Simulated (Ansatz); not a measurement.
Input of an Ansatz 0.2.0 run:

File input.yaml:

```yaml
crystal:
  lattice:
    - [3.811, 0.0, 0.0]
    - [-1.9055, 3.3004228138, 0.0]
    - [0.0, 0.0, 6.136]
  atoms:
    - { symbol: Sn, position: [0.0, 0.0, 0.0] }
    - { symbol: Se, position: [0.6666666667, 0.3333333333, 0.751] }
    - { symbol: Se, position: [0.3333333333, 0.6666666667, 0.249] }
hamiltonian:
  xc: pbesol
  pseudopotentials: { kind: paw }
kpoints:
  mp_grid: { grid: [8, 8, 5] }
scf:
  occupations: { method: fermi_dirac, width: 0.05 }
output:
  forces: true
  stress: true
  eigenvalues: true
  write_density: true
  write_potential: true
  elf: true
  volumetric_format: npy
relax:
  f_tol: 0.01
  max_steps: 40
  cell: { stress_tol: 0.05, p_target: 20.0 }
```

Potentials or basis: Ansatz PAW.

Launch:

```bash
$ ansatz run input.yaml --threads 2 --pin off --max-ram 5632MiB --backend cpu --events-out ev --progress --plain --runs-dir out
```

Question: What does it give for the band gap on the k mesh?

Answer: None (metal or under the smearing width).

Question: What does it give for the relaxed volume?

Answer: 19.63 Å³/atom.

Question: Estimate the space group after relaxing (to 0.05 Å).

Answer: P-3m1 (No. 164).

Question: What does it give for the relaxed cell?

Answer: a = 3.622 Å, b = 3.622 Å, c = 5.182 Å, α = 90.00°, β = 90.00°, γ = 120.00°.

Forces on the atoms (eV/Å):
```
Sn   0.000  0.000  0.000
Se   0.000  0.000 -0.003
Se   0.000  0.000  0.003
```

Caveat: the volume moved by over 15 % at a fixed basis, so the end points are rough; the plane-wave basis is chosen anew once the cell has moved, so the energies of steps on either side of that aren't comparable; this functional lacks dispersion, which binds the layers, so the pressure and a relaxed spacing across them are unreliable; the PAW data sets come from PBE, with cores solved anew for the run's functional, which leaves a small shift of forces and pressure.
